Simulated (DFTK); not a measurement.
# Ir in DFTK: convergence with cutoff

Ir:

```xyz
1
Lattice="2.7558 0.0000 0.0000 1.3518 2.3268 0.0000 1.3789 0.7856 2.1925" Properties=species:S:1:pos:R:3 pbc="T T T"
Ir   -0.0304   -0.0186   -0.0312
```

The cell isn't the ideal one: cell strained at random.

| Property | Result |
| --- | --- |
| Program | DFTK 0.8.2 |
| Task | convergence study |
| Functional | PBE |
| Potentials or basis | dojo.nc.sr.pbe.v0_5.stringent.upf (PBE) |
| Cutoff | 327 eV |
| k mesh | 5 × 5 × 5 |
| Occupations | gaussian, width 0.02 eV |
| Spin | no spin polarisation |

These are the settings of the first run; the series varies cutoff, with any setting tied to it.

Hardware: 1 thread of Intel(R) Xeon(R) Platinum 8259CL CPU @ 2.50GHz (Skylake/Cascade Lake), with other jobs on the host.

```tsv
cutoff	energy less the tightest run, at zero smearing (meV/atom)	pressure (GPa)	SCF cycles
326.537 eV	11776.25	-383.92	10
408.171 eV	3989.96	-140.59	10
517.016 eV	1006.56	-35.69	10
653.073 eV	142.46	4.33	10
789.13 eV	12.08	13.99	10
925.187 eV	0.81	15.41	10
1115.67 eV	0.27	15.46	10
1333.36 eV	0.00	15.47	10
```

Against the tightest run, the energy stays within 1 meV/atom from 925.187 eV on; the pressure stays within 0.1 GPa from 925.187 eV on. The tightest run that finished is the yardstick and may itself not be fully converged.

Caveat, for the tightest run too: the k mesh is coarse (spacing up to 0.57 Å⁻¹), so the values aren't converged. Spin-orbit coupling is left out, which matters for the levels of Ir.
